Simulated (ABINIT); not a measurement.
Crystal: KTaO3.

```xyz
5
Lattice="3.9883 0.0000 0.0000 0.0000 3.9883 0.0000 0.0000 0.0000 3.9883" Properties=species:S:1:pos:R:3 pbc="T T T"
Ta    0.0000    0.0000    0.0000
K     1.9942    1.9942    1.9942
O     0.0000    0.0000    1.9942
O     0.0000    1.9942    0.0000
O     1.9942    0.0000    0.0000
```

Base run:

- Program: ABINIT 10.8.3 (patched build)
- Functional: PBE
- Potentials or basis: JTH PAW PBE v2.0
- Cutoff: 626 eV
- k mesh: 6 × 6 × 6
- Occupations: fermi-dirac, width 0.05 eV
- Spin: no spin polarisation

Its results: band gap on the k mesh 2.18 eV, indirect (least direct gap 2.80 eV); pressure 5.5 GPa.

After a change of settings the same cell gave: band gap on the k mesh 2.40 eV, indirect (least direct gap 2.73 eV); pressure 5.8 GPa. Which change was it?
A. functional from PBE to BP86; k mesh from 6 × 6 × 6 to 7 × 7 × 7
B. functional from PBE to AM05; k mesh from 6 × 6 × 6 to 7 × 7 × 7
C. functional from PBE to PBEsol
D. k mesh from 6 × 6 × 6 to 3 × 3 × 3

D.

Caveats: some runs use coarse meshes; spin-orbit coupling is left out, which moves the levels of the heavy elements; an odd mesh through Γ misses points on the zone boundary, where band edges often lie (some runs).

Not every run made on this cell is shown here.
